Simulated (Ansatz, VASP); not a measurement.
Two plane-wave programs on AlN

Contents of INCAR:

```
SYSTEM = AlN
  ALGO = Normal
  EDIFF = 1E-7
  ENCUT = 520
  GGA = PE
  ISIF = 2
  ISMEAR = 0
  LASPH = .TRUE.
  LCHARG = .FALSE.
  LREAL = .FALSE.
  LWAVE = .FALSE.
  NBANDS = 16
  NELM = 100
  PREC = Accurate
  SIGMA = 0.05
```

KPOINTS

```
k-points
0
G
  9 9 6
  0 0 0
```

The input POSCAR:

```
AlN
1.0
    3.0637070612      0.0000000000      0.0000000000
   -1.5318535306      2.6532481447      0.0000000000
    0.0000000000      0.0000000000      4.1875630000
Al N
2 2
Direct
    0.3333333333      0.6666666667      0.7500000000
    0.6666666667      0.3333333333      0.2500000000
    0.3333333333      0.6666666667      0.2500000000
    0.6666666667      0.3333333333      0.7500000000
```

Input for Ansatz:

```yaml
crystal:
  lattice:
    - [3.0637070612, 0.0, 0.0]
    - [-1.5318535306, 2.6532481447, 0.0]
    - [0.0, 0.0, 4.187563]
  atoms:
    - { symbol: Al, position: [0.3333333333, 0.6666666667, 0.75] }
    - { symbol: Al, position: [0.6666666667, 0.3333333333, 0.25] }
    - { symbol: "N", position: [0.3333333333, 0.6666666667, 0.25] }
    - { symbol: "N", position: [0.6666666667, 0.3333333333, 0.75] }
basis:
  ecutwfc: 420
kpoints:
  mp_grid: { grid: [9, 9, 6] }
hamiltonian:
  xc: pbe
scf:
  occupations: { method: gaussian, width: 0.05 }
output:
  forces: true
  stress: true
  eigenvalues: true
```

Change from the starting cell: strain -0.0750 x Voigt [1, 1, 0, 0, 0, 0], atoms carried along.

Alike in both runs: task single point; functional PBE; k mesh 9 × 9 × 6; occupations gaussian, width 0.05 eV; no spin polarisation.

|  | VASP | Ansatz |
| --- | --- | --- |
| version | VASP 6.6.1 | Ansatz 0.2.0 |
| potentials or method | VASP PAW PBE potentials, release 64 (Al, N) | scalar-relativistic, plane waves, PAW |
| plane-wave cutoff (eV) | 520 | 420 |
| valence electrons in the cell | 16 | 16 |

|  | VASP | Ansatz | Ansatz less VASP |
| --- | --- | --- | --- |
| gap on the k mesh at the Fermi level (eV) | 4.37 | 4.36 | -0.004 |
| least direct gap on the mesh (eV) | 4.38 | 4.36 | -0.020 |
| pressure (GPa) | 50.3 | 50.3 | +0.06 |
| largest component of the traceless stress (GPa) | 27.19 | 27.15 | -0.035 |

Caveats: so large a pressure means that the cell lies far from this level's equilibrium, or that cutoff or potentials fall short (VASP); an odd mesh through Γ misses points on the zone boundary, where band edges often lie.
